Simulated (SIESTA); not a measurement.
Runs of SIESTA 5.4.2 on Si2Ni. It takes space group Fm-3m (No. 225, cubic). The conventional cell has a = 5.406 Å, b = 5.406 Å, c = 5.406 Å, α = 90.00°, β = 90.00°, γ = 90.00°. Ni (site symmetry m-3m) has 8 Si at 2.34 Å as nearest neighbours. Around Si (site symmetry -43m) lie 4 Ni at 2.34 Å. 

```csv
task,level,potentials or basis,cell,k mesh,force tolerance,gap on the mesh (eV),pressure (GPa),moment (μB),V0 of scaled cells (Å³/atom),B0 (GPa)
band structure,AM05,"PseudoDojo 0.4 standard (PBEsol files), DZP (energy shift 0.003 Ry; two zetas on semicore shells)",as given,9 × 9 × 9,-,none,-2.3,0.00,-,-
band structure,PBEsol,"PseudoDojo 0.4 standard (PBEsol files), DZP (energy shift 0.003 Ry; two zetas on semicore shells)",as given,9 × 9 × 9,-,none,(c),0.00,-,-
relaxation of cell and atoms,PBEsol,"PseudoDojo 0.4 standard (PBEsol files), DZP (energy shift 0.003 Ry; two zetas on semicore shells)",relaxed,7 × 7 × 7,0.04 eV/Å,none,-0.1,0.00,-,-
band structure,BLYP,"PseudoDojo 0.4 standard (PBE files), DZP (energy shift 0.003 Ry; two zetas on semicore shells)",as given,9 × 9 × 9,-,none,11.8,0.00,-,-
equation of state,PBEsol,"PseudoDojo 0.4 standard (PBEsol files), DZP (energy shift 0.003 Ry; two zetas on semicore shells)",as given,7 × 7 × 7,-,-,-,-,(b),170
band structure,vdW-DF-cx,"PseudoDojo 0.4 standard (PBE files), DZP (energy shift 0.003 Ry; two zetas on semicore shells)",as given,9 × 9 × 9,-,none,1.8,0.00,-,-
equation of state,PBEsol,"PseudoDojo 0.4 standard (PBEsol files), DZP (energy shift 0.003 Ry; two zetas on semicore shells)",as given,9 × 9 × 9,-,-,-,-,(a),158
band structure,PBE,"PseudoDojo 0.4 standard (PBE files), DZP (energy shift 0.003 Ry; two zetas on semicore shells)",as given,9 × 9 × 9,-,none,3.9,0.00,-,-
```

Alike in all rows: spin collinear, ferromagnetic start; smearing fermi-dirac 0.05 eV; grid cutoff 800 Ry; energy shift 0.003 Ry.

Fill in the values left out.

(a) 13.09; (b) 13.04; (c) -0.9.

Caveats: short orbitals over semicore shells can move pressures by several GPa; the basis of atomic orbitals isn't converged, which shifts pressures, moduli and gaps; the potentials were made for another functional, which shifts forces and pressure (some runs).

A k mesh can miss the band edges.

A gap of «none» marks a metal or a gap under the smearing width.

Not every run made on this cell is shown here.
